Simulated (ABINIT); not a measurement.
WS2:

```
W S
1.0
     1.57900    0.91164    6.16333
    -1.57900    0.91164    6.16333
     0.00000   -1.82327    6.16333
W S
1 2
Direct
  0.00000 0.00000 0.00000
  0.58100 0.58100 0.58100
  0.75030 0.75030 0.75030
```

Measurements of this composition are mostly on another form, of space group No. 194.

Base run:

* Program: ABINIT 10.8.3 (patched build)
* Functional: PBEsol
* Potentials or basis: PseudoDojo NC SR PBEsol v0.4.1 standard
* Cutoff: 844 eV
* k mesh: 8 × 8 × 8
* Occupations: fermi-dirac, width 0.05 eV
* Spin: no spin polarisation

Its results: band gap on the k mesh 1.12 eV, indirect (least direct gap 2.29 eV); pressure -0.7 GPa; largest force 0.599 eV/Å.

Task: The run is repeated on the same cell with these changes: functional from PBEsol to LDA; potentials or basis from PseudoDojo NC SR PBEsol v0.4.1 standard to PseudoDojo NC SR LDA v0.4.1 standard; cutoff from 844 eV to 816 eV. What comes out?

Result: Band gap on the k mesh 1.10 eV, indirect (least direct gap 2.28 eV); pressure -4.1 GPa; largest force 0.593 eV/Å.

Caveats: spin-orbit coupling is left out, which moves the levels of the heavy elements; the cutoff is short for stress, so the pressure is rough (some runs).

A k mesh can miss the band edges.
